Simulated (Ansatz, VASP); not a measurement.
# One calculation of MgO, two programs

```xyz
2
Lattice="0.0000 1.9968 2.1022 1.9968 0.0000 2.1022 1.9968 1.9968 0.0000" Properties=species:S:1:pos:R:3 pbc="T T T"
Mg    0.0000    0.0000    0.0000
O     1.9968    1.9968    2.1022
```

Change from the starting cell: biaxial_xy strain -5.0%.

Alike in both runs: task single point; functional r2SCAN; k mesh 10 × 10 × 10; no spin polarisation.

|  | VASP | Ansatz |
| --- | --- | --- |
| version | VASP 6.6.1 | Ansatz 0.2.0 |
| potentials or method | VASP PAW PBE potentials, release 64 (Mg, O) | plane waves, PAW |
| plane-wave cutoff (eV) | 520 | 500 |
| occupations | gaussian, width 0.01 eV | fixed |
| valence electrons in the cell | 8 | 16 |

|  | VASP | Ansatz | Ansatz less VASP |
| --- | --- | --- | --- |
| gap on the k mesh at the Fermi level (eV) | 6.69 | 6.72 | +0.025 |
| pressure (GPa) | 21.3 | 22.3 | +1.07 |
| largest component of the traceless stress (GPa) | 11.89 | 11.78 | -0.107 |

The two sets of potentials don't hold the same shells in valence.

Caveats: so large a pressure means that the cell lies far from this level's equilibrium, or that cutoff or potentials fall short (VASP); the potentials were made for another functional, which shifts forces and pressure (VASP).
